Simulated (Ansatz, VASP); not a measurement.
WS2 (Tungstenite): VASP beside Ansatz

```
CELL_PARAMETERS angstrom
3.18466 0.00000 0.00000
-1.59233 2.75799 0.00000
0.00000 0.00000 32.29964
ATOMIC_POSITIONS crystal
S 0.33333 0.66667 0.45148
S 0.33333 0.66667 0.54852
W 0.66667 0.33333 0.50000
```

Change from the starting cell: equal strain along x and y +0.008, atoms relaxed.

Alike in both runs: functional PBE; dispersion D3(BJ); k mesh 12 × 12 × 1; occupations gaussian, width 0.02 eV; no spin polarisation.

Ansatz relaxed the structure, and its values are those at the end. VASP's run is a single point on that final structure, the one shown.

|  | VASP | Ansatz |
| --- | --- | --- |
| version | VASP 6.6.1 | Ansatz 0.2.0 |
| potentials or method | VASP PAW PBE potentials, release 64 (S, W_sv) | scalar-relativistic, plane waves, PAW |
| plane-wave cutoff (eV) | 520 | 420 |
| valence electrons in the cell | 26 | 26 |

|  | VASP | Ansatz | Ansatz less VASP |
| --- | --- | --- | --- |
| gap on the k mesh at the Fermi level (eV) | 1.81 | 1.81 | -0.003 |
| least direct gap on the mesh (eV) | 1.81 | 1.81 | -0.003 |

Ansatz warned: «stress_scf_threshold_loose».

Caveats: spin-orbit coupling is left out, which moves the levels of the heavy elements.
